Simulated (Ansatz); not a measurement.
Born–Oppenheimer molecular dynamics of a periodic cell of 39 atoms, Li₇Nb₈O₂₄ (host LiNbO3, host structure R-3, one Li atom removed), cell charge -1. It goes on from the last frame of an earlier run, with new velocities.

Method: Ansatz, DFT r2SCAN, scalar-relativistic, plane waves, PAW. Settings: cutoff 500 eV, k mesh 1x1x1, fermi-dirac smearing 0.05 eV, no spin polarisation.

```
ensemble                      : NVE (velocity Verlet)
time step                     : 1 fs
steps asked                   : 190
starting velocities drawn for : 650 K
seed                          : 315721
```

Frames 1 fs apart, positions in Å, forces in eV/Å.

Velocities at 160 fs (Å/ps):

```
Li -7.42 1.58 4.92
Li 7.19 -5.75 -7.42
Nb -1.91 -1.09 -2.31
Nb -1.34 -0.76 -3.87
O 6.20 -2.46 -0.48
O -5.44 -0.38 7.31
O -3.56 -7.92 1.42
O -7.73 -2.82 -2.03
O 1.47 0.90 -1.28
O -8.39 -6.47 -8.17
Li -3.20 12.37 11.74
Li 3.48 7.63 -5.99
Nb -0.02 -0.23 -1.67
Nb 3.23 2.01 1.28
O -0.88 -3.74 -0.58
O 0.71 8.75 4.98
O -4.40 -2.42 0.20
O -2.33 4.93 -11.58
O -3.93 10.19 4.65
O -3.73 3.05 -5.29
Li 2.96 3.98 7.03
Nb 0.47 -3.28 3.00
Nb 3.02 0.75 5.15
O 1.86 7.09 -5.18
O 0.53 7.31 3.91
O -0.74 -10.43 -1.12
O -1.03 5.98 -4.38
O 4.39 -2.57 -2.84
O 11.36 -0.16 -1.65
Li 3.20 -6.19 2.51
Li -0.25 -11.96 -3.72
Nb 0.54 -0.32 -0.13
Nb -0.64 1.51 -1.98
O -2.43 8.50 13.05
O 1.29 -4.65 0.37
O -4.90 -10.02 9.27
O -10.33 1.47 1.88
O 5.45 0.29 0.02
O 4.51 2.96 -3.38
```

```xyz
39
Lattice="-5.3162 -3.0693 4.8810 5.3162 -3.0693 4.8810 0.0000 6.1387 4.8810" Properties=species:S:1:pos:R:3:forces:R:3 time_fs=160 energy_less_start_eV=0.591 T=530
Li 0.157 0.200 5.147 -0.39 -0.20 0.05
Li 0.294 0.334 9.571 -0.30 -0.04 -0.13
Nb -0.023 0.004 2.055 -0.48 0.04 -0.85
Nb -0.001 0.009 12.492 1.16 0.02 -0.48
O -0.939 1.665 8.424 -0.43 -0.06 0.32
O -1.086 -1.976 8.555 -0.83 0.32 -0.95
O 2.120 0.161 8.454 -0.28 -1.06 0.21
O 1.071 -1.732 6.223 0.25 0.23 0.83
O 0.929 1.758 6.226 0.70 0.02 -0.31
O -1.921 -0.060 6.315 0.97 -0.96 -1.65
Li 0.317 -3.135 9.976 -0.34 0.01 0.18
Li 0.357 3.107 4.562 -0.15 0.22 0.26
Nb -0.053 -2.995 7.074 1.58 -1.18 0.51
Nb -0.047 3.121 7.702 0.62 -0.61 -0.48
O 4.318 1.645 8.377 0.09 0.77 0.01
O -0.960 1.193 3.526 0.26 0.58 0.11
O -3.299 0.020 8.267 -1.20 -0.85 1.65
O -4.173 -1.746 6.003 -0.88 -0.82 1.04
O 1.030 -1.244 11.133 -0.39 -0.46 -0.88
O 3.135 -0.161 6.192 0.40 0.94 0.27
Li 2.582 -1.438 4.915 0.01 -0.39 -0.52
Nb -2.589 1.451 7.053 -0.85 2.64 0.26
Nb 2.639 -1.567 7.728 -0.83 0.70 -0.02
O 1.460 0.179 3.364 0.28 -0.53 1.32
O 1.685 2.885 8.438 0.38 -0.14 -0.51
O -0.509 -4.499 8.476 -0.40 -0.93 -0.33
O -1.555 -0.174 11.026 -0.16 -1.19 1.35
O -1.557 -2.472 6.142 -0.71 -1.31 -0.79
O 0.425 4.494 6.215 0.31 0.60 -0.49
Li 2.833 1.697 10.198 -0.20 -0.35 -0.32
Li -2.425 -2.041 4.567 -0.47 0.24 -0.43
Nb 2.663 1.542 6.971 0.18 0.23 -0.14
Nb -2.698 -1.593 7.506 1.33 1.12 0.79
O 1.534 -2.852 8.598 0.76 1.21 -1.34
O -3.524 2.902 8.287 -0.93 0.42 0.86
O -0.683 -1.410 3.596 -0.06 -0.49 -0.18
O -1.547 2.771 6.226 0.40 0.93 -0.21
O 3.476 -2.872 6.245 0.76 0.28 0.20
O 0.575 1.581 11.020 -0.16 0.05 0.81
39
Lattice="-5.3162 -3.0693 4.8810 5.3162 -3.0693 4.8810 0.0000 6.1387 4.8810" Properties=species:S:1:pos:R:3:forces:R:3 time_fs=161 energy_less_start_eV=0.616 T=525
Li 0.149 0.201 5.152 -0.39 -0.20 0.04
Li 0.301 0.329 9.563 -0.31 -0.03 -0.09
Nb -0.025 0.003 2.053 -0.25 0.12 -0.88
Nb -0.003 0.008 12.488 1.19 -0.03 -0.44
O -0.933 1.662 8.423 -0.46 -0.07 0.26
O -1.091 -1.976 8.562 -0.83 0.30 -1.07
O 2.116 0.152 8.455 -0.27 -0.93 0.18
O 1.063 -1.734 6.222 0.38 0.30 0.83
O 0.931 1.759 6.225 0.69 0.01 -0.27
O -1.929 -0.067 6.307 0.93 -0.80 -1.57
Li 0.314 -3.123 9.988 -0.33 0.00 0.16
Li 0.360 3.115 4.556 -0.15 0.21 0.26
Nb -0.053 -2.995 7.072 1.55 -1.23 0.61
Nb -0.043 3.123 7.704 0.59 -0.69 -0.48
O 4.317 1.641 8.377 0.05 0.76 -0.02
O -0.960 1.202 3.531 0.31 0.49 0.07
O -3.304 0.017 8.268 -1.17 -0.79 1.63
O -4.175 -1.742 5.991 -0.94 -0.94 1.19
O 1.026 -1.234 11.138 -0.29 -0.58 -0.95
O 3.132 -0.157 6.187 0.41 0.91 0.36
Li 2.585 -1.434 4.922 0.00 -0.41 -0.56
Nb -2.589 1.448 7.056 -0.87 2.67 0.23
Nb 2.642 -1.566 7.733 -0.97 0.62 -0.02
O 1.462 0.186 3.359 0.12 -0.64 1.34
O 1.685 2.893 8.442 0.39 -0.19 -0.54
O -0.510 -4.510 8.475 -0.40 -0.77 -0.32
O -1.556 -0.169 11.022 -0.23 -1.28 1.42
O -1.553 -2.475 6.139 -0.78 -1.30 -0.72
O 0.437 4.494 6.213 0.20 0.64 -0.39
Li 2.836 1.690 10.200 -0.20 -0.35 -0.32
Li -2.426 -2.053 4.563 -0.48 0.24 -0.41
Nb 2.664 1.542 6.971 0.24 0.32 -0.19
Nb -2.699 -1.591 7.504 1.43 1.07 0.71
O 1.532 -2.843 8.611 0.80 1.22 -1.46
O -3.523 2.898 8.288 -0.93 0.42 0.88
O -0.688 -1.421 3.605 -0.01 -0.34 -0.29
O -1.557 2.772 6.228 0.47 0.94 -0.21
O 3.482 -2.871 6.245 0.68 0.28 0.21
O 0.579 1.584 11.017 -0.16 0.04 0.83
39
Lattice="-5.3162 -3.0693 4.8810 5.3162 -3.0693 4.8810 0.0000 6.1387 4.8810" Properties=species:S:1:pos:R:3:forces:R:3 time_fs=162 energy_less_start_eV=0.638 T=520
Li 0.141 0.202 5.157 -0.38 -0.20 0.04
Li 0.308 0.323 9.556 -0.32 -0.01 -0.06
Nb -0.027 0.002 2.050 -0.02 0.20 -0.90
Nb -0.004 0.007 12.484 1.21 -0.09 -0.41
O -0.927 1.660 8.423 -0.49 -0.08 0.19
O -1.098 -1.976 8.568 -0.81 0.27 -1.17
O 2.112 0.143 8.457 -0.26 -0.80 0.16
O 1.056 -1.737 6.220 0.51 0.37 0.83
O 0.933 1.760 6.223 0.67 0.01 -0.23
O -1.937 -0.074 6.297 0.87 -0.60 -1.46
Li 0.310 -3.111 10.000 -0.33 0.00 0.13
Li 0.364 3.123 4.550 -0.16 0.20 0.26
Nb -0.053 -2.996 7.071 1.51 -1.27 0.70
Nb -0.040 3.125 7.705 0.57 -0.77 -0.48
O 4.316 1.638 8.376 0.01 0.75 -0.04
O -0.959 1.211 3.537 0.36 0.40 0.03
O -3.310 0.014 8.270 -1.12 -0.71 1.57
O -4.178 -1.737 5.981 -1.00 -1.05 1.33
O 1.022 -1.224 11.142 -0.18 -0.70 -1.02
O 3.128 -0.153 6.182 0.42 0.88 0.43
Li 2.588 -1.431 4.928 -0.02 -0.43 -0.59
Nb -2.588 1.445 7.059 -0.88 2.67 0.18
Nb 2.645 -1.566 7.738 -1.09 0.55 -0.03
O 1.464 0.192 3.355 -0.03 -0.75 1.35
O 1.686 2.900 8.445 0.39 -0.24 -0.56
O -0.511 -4.521 8.473 -0.40 -0.59 -0.31
O -1.557 -0.164 11.019 -0.28 -1.37 1.47
O -1.549 -2.479 6.136 -0.84 -1.28 -0.65
O 0.448 4.494 6.211 0.10 0.67 -0.29
Li 2.839 1.683 10.202 -0.21 -0.34 -0.31
Li -2.427 -2.065 4.559 -0.49 0.24 -0.37
Nb 2.664 1.542 6.970 0.29 0.40 -0.23
Nb -2.699 -1.590 7.502 1.52 1.01 0.63
O 1.531 -2.834 8.623 0.82 1.21 -1.54
O -3.523 2.894 8.289 -0.92 0.41 0.89
O -0.693 -1.431 3.614 0.02 -0.20 -0.40
O -1.567 2.775 6.230 0.53 0.94 -0.19
O 3.488 -2.871 6.245 0.58 0.27 0.21
O 0.584 1.587 11.014 -0.16 0.03 0.85
39
Lattice="-5.3162 -3.0693 4.8810 5.3162 -3.0693 4.8810 0.0000 6.1387 4.8810" Properties=species:S:1:pos:R:3:forces:R:3 time_fs=163 energy_less_start_eV=0.656 T=517
Li 0.132 0.203 5.162 -0.37 -0.19 0.03
Li 0.314 0.317 9.548 -0.32 0.00 -0.02
Nb -0.029 0.001 2.048 0.23 0.28 -0.91
Nb -0.005 0.006 12.480 1.21 -0.16 -0.37
O -0.922 1.657 8.423 -0.52 -0.09 0.12
O -1.104 -1.976 8.574 -0.77 0.24 -1.26
O 2.109 0.134 8.459 -0.25 -0.64 0.15
O 1.049 -1.739 6.220 0.63 0.44 0.81
O 0.935 1.761 6.221 0.64 0.01 -0.18
O -1.944 -0.082 6.286 0.80 -0.38 -1.32
Li 0.306 -3.098 10.012 -0.31 -0.01 0.10
Li 0.367 3.131 4.545 -0.17 0.19 0.27
Nb -0.053 -2.997 7.069 1.44 -1.30 0.77
Nb -0.037 3.126 7.706 0.55 -0.84 -0.48
O 4.316 1.635 8.376 -0.03 0.73 -0.06
O -0.957 1.221 3.542 0.39 0.31 -0.01
O -3.316 0.010 8.272 -1.05 -0.61 1.48
O -4.182 -1.734 5.971 -1.05 -1.14 1.45
O 1.018 -1.215 11.145 -0.06 -0.83 -1.08
O 3.125 -0.149 6.178 0.43 0.84 0.50
Li 2.591 -1.429 4.933 -0.04 -0.45 -0.62
Nb -2.588 1.442 7.062 -0.88 2.64 0.14
Nb 2.648 -1.565 7.743 -1.18 0.49 -0.04
O 1.466 0.199 3.352 -0.17 -0.85 1.34
O 1.687 2.907 8.448 0.39 -0.28 -0.58
O -0.512 -4.533 8.472 -0.40 -0.40 -0.28
O -1.558 -0.160 11.016 -0.32 -1.43 1.51
O -1.546 -2.483 6.132 -0.89 -1.28 -0.57
O 0.460 4.495 6.209 0.00 0.68 -0.18
Li 2.841 1.676 10.203 -0.21 -0.33 -0.30
Li -2.429 -2.076 4.554 -0.49 0.25 -0.34
Nb 2.665 1.542 6.970 0.34 0.48 -0.27
Nb -2.700 -1.588 7.500 1.58 0.94 0.55
O 1.529 -2.823 8.634 0.82 1.17 -1.61
O -3.523 2.889 8.290 -0.89 0.39 0.89
O -0.698 -1.441 3.623 0.06 -0.06 -0.50
O -1.577 2.777 6.231 0.58 0.92 -0.17
O 3.494 -2.870 6.246 0.48 0.26 0.20
O 0.588 1.590 11.012 -0.16 0.01 0.85
39
Lattice="-5.3162 -3.0693 4.8810 5.3162 -3.0693 4.8810 0.0000 6.1387 4.8810" Properties=species:S:1:pos:R:3:forces:R:3 time_fs=164 energy_less_start_eV=0.671 T=514
Li 0.123 0.204 5.167 -0.36 -0.19 0.02
Li 0.320 0.311 9.540 -0.33 0.02 0.01
Nb -0.031 0.000 2.045 0.48 0.36 -0.90
Nb -0.006 0.006 12.476 1.19 -0.23 -0.33
O -0.917 1.655 8.423 -0.55 -0.09 0.05
O -1.111 -1.976 8.579 -0.73 0.22 -1.34
O 2.104 0.124 8.460 -0.25 -0.48 0.14
O 1.042 -1.741 6.219 0.74 0.50 0.79
O 0.938 1.762 6.220 0.60 0.02 -0.14
O -1.950 -0.089 6.275 0.70 -0.14 -1.16
Li 0.301 -3.086 10.025 -0.30 -0.01 0.07
Li 0.369 3.140 4.541 -0.17 0.18 0.27
Nb -0.052 -2.997 7.068 1.36 -1.31 0.83
Nb -0.033 3.128 7.707 0.54 -0.90 -0.49
O 4.315 1.633 8.375 -0.07 0.70 -0.06
O -0.956 1.230 3.547 0.43 0.22 -0.05
O -3.322 0.006 8.276 -0.96 -0.50 1.37
O -4.186 -1.731 5.962 -1.08 -1.22 1.56
O 1.013 -1.206 11.147 0.06 -0.95 -1.14
O 3.122 -0.144 6.173 0.44 0.78 0.55
Li 2.594 -1.427 4.937 -0.05 -0.46 -0.65
Nb -2.588 1.440 7.065 -0.87 2.60 0.09
Nb 2.650 -1.564 7.748 -1.25 0.43 -0.06
O 1.468 0.204 3.349 -0.29 -0.93 1.32
O 1.689 2.914 8.451 0.38 -0.32 -0.59
O -0.514 -4.544 8.470 -0.41 -0.20 -0.24
O -1.560 -0.157 11.015 -0.36 -1.48 1.52
O -1.543 -2.489 6.127 -0.93 -1.27 -0.47
O 0.472 4.496 6.206 -0.10 0.68 -0.09
Li 2.844 1.668 10.204 -0.21 -0.33 -0.29
Li -2.432 -2.087 4.548 -0.49 0.25 -0.30
Nb 2.666 1.541 6.970 0.39 0.55 -0.30
Nb -2.700 -1.586 7.498 1.62 0.86 0.48
O 1.529 -2.812 8.643 0.79 1.11 -1.65
O -3.524 2.886 8.293 -0.86 0.36 0.88
O -0.703 -1.452 3.631 0.09 0.06 -0.60
O -1.586 2.781 6.233 0.61 0.88 -0.14
O 3.501 -2.869 6.246 0.35 0.26 0.19
O 0.592 1.593 11.010 -0.15 -0.02 0.85
```

Of the whole run (190 fs, mean temperature of the second half 494 K): The conserved energy stayed within 0.059 meV per atom of its start (net change 0.029 meV per atom), so the integration is sound. A run of 0.19 ps of so small a system gives no equilibrium averages. Limits of this set-up: coarse k mesh, no spin, though dangling bonds at a vacancy may carry it, a small cell, in which the defect meets its images, charged cell in a uniform background, uncorrected.

Run time: 29 min on 4 threads of Intel(R) Xeon(R) Platinum 8259CL CPU @ 2.50GHz (Skylake/Cascade Lake) (shared host), peak memory 1.6 GiB.
